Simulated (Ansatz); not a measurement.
# Ga (I4/mmm) in Ansatz: a series of runs

One crystal, Ga, is run at these levels: PBE, LDA; tasks: band structure.

Program: Ansatz 0.2.0. These are calculated values, not measurements. Logs are shortened: lines on timing, memory, paths and dates and some standing lists are left out, and cuts for length are marked.

## 1. The crystal as given

Symmetry: I4/mmm, No. 139, tetragonal system. Conventional cell: a = 2.769 Å, b = 2.769 Å, c = 4.622 Å, α = 90.00°, β = 90.00°, γ = 90.00°. Around Ga (site symmetry 4/mmm) lie 12 Ga at 2.77 to 3.03 Å.

This isn't the form of Ga at room conditions, which is orthorhombic.

## 2. Band structure, PBE

Contents of input.yaml:

```yaml
crystal:
  lattice:
    - [-1.3843987196, 1.3843987196, 2.3112238365]
    - [1.3843987196, -1.3843987196, 2.3112238365]
    - [1.3843987196, 1.3843987196, -2.3112238365]
  atoms:
    - { symbol: Ga, position: [0.0, 0.0, 0.0] }
kpoints:
  mp_grid: { grid: [13, 13, 13] }
  band_path:
    path:
      - [0.0, 0.0, 0.0]
      - [0.0, 0.0, 0.5]
      - [-0.1793941871, 0.1793941871, 0.5]
      - [-0.3396970935, 0.3396970935, 0.3396970935]
      - [0.0, 0.0, 0.0]
      - [0.5, 0.5, -0.5]
      - [0.3396970935, 0.6603029065, -0.3396970935]
      - [0.0, 0.5, 0.0]
    npoints: 10
scf:
  occupations: { method: fermi_dirac, width: 0.05 }
hamiltonian:
  xc: pbe
  pseudopotentials: { kind: all_electron, lapw: { basis_error: 0.001 } }
output:
  forces: true
  stress: true
  eigenvalues: true
```

Potentials or basis: all-electron LAPW, scalar-relativistic.

Run with:

```
> ansatz run input.yaml --threads 1 --pin off --max-ram 3072MiB --backend cpu --events-out ev --progress --plain --runs-dir out
```

The program printed:

```text
Warning: RAYON_NUM_THREADS=1 ignored (pool sized by the plan → 1); use --threads N
LAPW: plane waves up to 7.895 Å⁻¹, error target 1.0e-3 eV per atom; small_component_spin mean_spin; Ga in spheres of 1.384 Å, 21 of its electrons in bands, Dirac shells [] (how accurate: hamiltonian.pseudopotentials.lapw.basis_error, Limitations)
Engine: ansatz 0.2.0, aarch64-unknown-linux-gnu
Pseudopotentials: kind: all_electron
Pseudopotential: Ga, LAPW, valence charge 21, lapw/all_electron/scalar/gaussian/Ga, Koelling and Harmon's equation, gaussian nucleus
Functional definition: PBE
  parameter kappa = 0.804
  parameter beta = 0.06672455060314922
  exchange = pbe_x(kappa = kappa, mu = beta*pi^2/3)
  correlation = pbe_c(beta = beta)
Crystal: 1 atoms, lattice volume = 17.718 Å³
Basis set: ecut = 237.50086697054 eV, 145 PW (Γ), FFT grids on a1+a3, a2+a3, a3, exchange–correlation at level 2
Bands: 15, of which v1, the nominal top of the filled ones, is band 11 counted from 1 (10 counted from 0)
Symmetry: 16 space group operations
Space group: I4/mmm (ITA 139), of the structure as read, at distance tolerance 2.6e-5 Å
k-points: 196 of 2197
Non-local potential: Ga, projectors of the file, none
Initial density: superposition of atomic densities (chi_scale 0.1, normalization cell)
Initial wavefunctions: plane waves of lowest kinetic energy (no species holds an atomic orbital)
Functional: x = pbe(κ = 0.804, μ = 0.2195149727645171), c = pbe(β = 0.06672455060314922)
iter 1 solved again at ethr=5.73e-5 eV; its pass at ethr=1.00e-1 eV (dr2=1.20e-2 eV) is discarded
SCF iter   1: F=—  HF=-52899.851721 eV  |F-HF|=—  |Δ(HF+E_count)|=         —  Δρ=1.06e-2  dr2=1.21e-2  ethr=5.73e-5  ⟨swp⟩=3.1  Hψ=20271  notcnv=0
preconditioner: auto → Kerker (q_TF=auto, 2.807 Å⁻¹)  [metal: Δε(μ)=0.059 eV  Ē_g=21.503 eV  σ=0.050 eV  W_gap=0.28  n_scr=10 (ndim 8)  ℏωp=31.8 eV  f_vac=0.000  D(μ)=0.33/eV (n_scr^D=0)]
SCF iter   2: F=—  HF=-52899.821046 eV  |F-HF|=—  |Δ(HF+E_count)|=   3.07e-2  Δρ=5.93e-3  dr2=4.41e-3  ethr=5.73e-5  ⟨swp⟩=2.0  Hψ=8754  notcnv=0
SCF iter   3: F=—  HF=-52899.815395 eV  |F-HF|=—  |Δ(HF+E_count)|=   5.65e-3  Δρ=4.44e-3  dr2=2.65e-3  ethr=2.10e-5  ⟨swp⟩=2.0  Hψ=8308  notcnv=0
SCF iter   4: F=—  HF=-52899.814577 eV  |F-HF|=—  |Δ(HF+E_count)|=   8.18e-4  Δρ=2.49e-3  dr2=9.26e-4  ethr=1.26e-5  ⟨swp⟩=2.0  Hψ=8307  notcnv=0
iter 5 solved again at ethr=3.20e-7 eV; its pass at ethr=4.41e-6 eV (dr2=6.71e-5 eV) is discarded
SCF iter   5: F=—  HF=-52899.814500 eV  |F-HF|=—  |Δ(HF+E_count)|=   7.75e-5  Δρ=6.21e-4  dr2=6.71e-5  ethr=3.20e-7  ⟨swp⟩=2.0  Hψ=14099  notcnv=0
SCF iter   6: F=—  HF=-52899.814500 eV  |F-HF|=—  |Δ(HF+E_count)|=   5.56e-7  Δρ=8.74e-5  dr2=1.63e-6  ethr=3.19e-7  ⟨swp⟩=2.0  Hψ=8307  notcnv=0
SCF iter   7: F=-52899.814500 eV  HF=-52899.814500 eV  |F-HF|=2.52e-9  |Δ(HF+E_count)|=   1.48e-7  Δρ=1.64e-5  dr2=5.60e-8  ethr=7.76e-9  ⟨swp⟩=2.0  Hψ=8307  notcnv=0
SCF 1 converged in 7 iterations: F = -52899.814500 eV  dr2 = 5.60e-8
NSCF: frozen V_eff on 71 k-points
SCF converged after 7 iterations
Free energy (F): -52899.814500 eV
Harris-Foulkes:  -52899.814500 eV  (|F-HF|=2.52e-9)
Internal energy: -52899.811653 eV  (E = F + TS)
E sigma→0 (E₀):  -52899.813076 eV
Entropy (-TS):   -0.002847 eV (-2.847 meV/atom)
Fermi energy:    12.724865 eV
--- Per-component energies (eV) ---
  E_band       = -748.842809
  E_kinetic    = 53941.130329
  E_xc         = -2059.666602
  E_electrostatic = -104781.275380  (all electrons and nuclei)
  E_smearing   = -0.002847  (= −TS)
  E_closure    = 0.000000  (closes the sum)
  E_atoms      = -52896.944559  (free atoms, spherical and without spin; not in F)
  Σ components = -52899.814500   (vs F -52899.814500, Δ=0.00e0)
  Basis errors (estimates in eV, not in F): energy 2.7e-4 per atom: plane waves 2.6e-4 (1.4e-4 summed), levels above the bands 4.9e-131, relativity 1.3e-8, radial functions 1.5e-5, core shells 2.8e-11; eigenvalues (radial functions only) 1.1e-4; not estimated: angular momenta, meshes, grids; target (lapw.basis_error) 1.0e-3; muffin-tin radii Ga 1.384 Å
--- Forces (eV/Å), atoms counted from 1 ---
  atom   1  Ga    -0.00000000     0.00000000     0.00000000
  max |Σ_I F_I| component: 4.31e-32 eV/Å
--- Stress (GPa, compression-positive) ---
        3.670278      -0.000000      -0.000000
       -0.000000       3.670278       0.000000
       -0.000000       0.000000       3.225230
  P = ⅓ Tr σ = 3.5219 GPa (35.219 kbar)
--- Band table (eV; the first three rows and the last of 196) ---
  k-point 0: bands = ["-130.9947", "-81.7395", "-81.7155", "-81.7155", "-2.3104", "-2.1519", "-2.1160", "-2.1160", "-1.9525", "1.2424", "25.4832", "25.7908", "25.7908", "28.9107", "29.3570"]
  k-point 1: bands = ["-130.9947", "-81.7395", "-81.7158", "-81.7157", "-2.2844", "-2.1414", "-2.1293", "-2.1091", "-1.9657", "1.4787", "24.1036", "24.4603", "24.9900", "27.0622", "29.7412"]
  k-point 2: bands = ["-130.9946", "-81.7396", "-81.7168", "-81.7165", "-2.2105", "-2.1663", "-2.1178", "-2.0892", "-2.0036", "2.1937", "21.8038", "22.5891", "23.4045", "24.9765", "30.1162"]
  k-point 195: bands = ["-130.9945", "-81.7426", "-81.7167", "-81.7163", "-2.4137", "-2.3192", "-1.9288", "-1.9150", "-1.9115", "8.3786", "8.9651", "18.3324", "20.0875", "23.5476", "25.4678"]
```

Run time: 12 s. Hardware: 1 thread of Arm Neoverse V2, shared host; peak memory 0.31 GiB.

Results:

```
Free energy             : -52899.8145 eV
Pressure                : 3.5 GPa
Band gap along the path : none (metal or under the smearing width)
```

Stress tensor (GPa, compression positive):
```
3.67 0.00 0.00
0.00 3.67 0.00
0.00 0.00 3.23
```

Levels at the corners of the path, in eV from the Fermi level:
```tsv
point	band 9	band 10	band 11	band 12	band 13	band 14
Γ	-14.68	-11.48	12.76	13.07	13.07	16.19
X	-14.53	-1.94	-0.89	3.81	5.14	7.98
Y	-14.68	-1.31	-0.45	0.53	1.41	14.34
S	-14.67	-3.03	-1.61	-1.45	9.39	12.47
Γ	-14.68	-11.48	12.76	13.07	13.07	16.19
Z	-14.63	-4.44	-3.90	7.23	7.23	10.29
S1	-14.67	-3.03	-1.61	-1.45	9.39	12.47
N	-14.62	-4.86	-4.17	7.97	11.87	12.60
```

## 3. Band structure, LDA

Edit input.yaml of step 2 so:

```diff
@@ -23,3 +23,3 @@
 hamiltonian:
-  xc: pbe
+  xc: lda
   pseudopotentials: { kind: all_electron, lapw: { basis_error: 0.001 } }
```

Potentials or basis: all-electron LAPW, scalar-relativistic.

Run with:

```
> ansatz run input.yaml --threads 1 --pin off --max-ram 3072MiB --backend cpu --events-out ev --progress --plain --runs-dir out
```

Wall time 12 s (1 thread of Arm Neoverse V2, shared host); peak memory 0.3 GiB.

The run converged. Its results:

```
Free energy             : -52823.8752 eV
Pressure                : -2.4 GPa
Band gap along the path : none (metal or under the smearing width)
```

Stress tensor (GPa, compression positive):
```
-2.49  0.00  0.00
 0.00 -2.49  0.00
 0.00  0.00 -2.09
```

Levels at the corners of the path, in eV from the Fermi level:
```tsv
point	band 9	band 10	band 11	band 12	band 13	band 14
Γ	-14.71	-11.47	12.56	12.92	12.92	16.26
X	-14.56	-1.90	-0.97	3.78	5.12	8.05
Y	-14.71	-1.43	-0.41	0.58	1.47	14.33
S	-14.71	-3.13	-1.56	-1.39	9.33	12.57
Γ	-14.71	-11.47	12.56	12.92	12.92	16.26
Z	-14.66	-4.50	-3.84	7.19	7.19	10.43
S1	-14.71	-3.13	-1.56	-1.39	9.33	12.57
N	-14.66	-4.90	-4.11	7.89	11.96	12.46
```
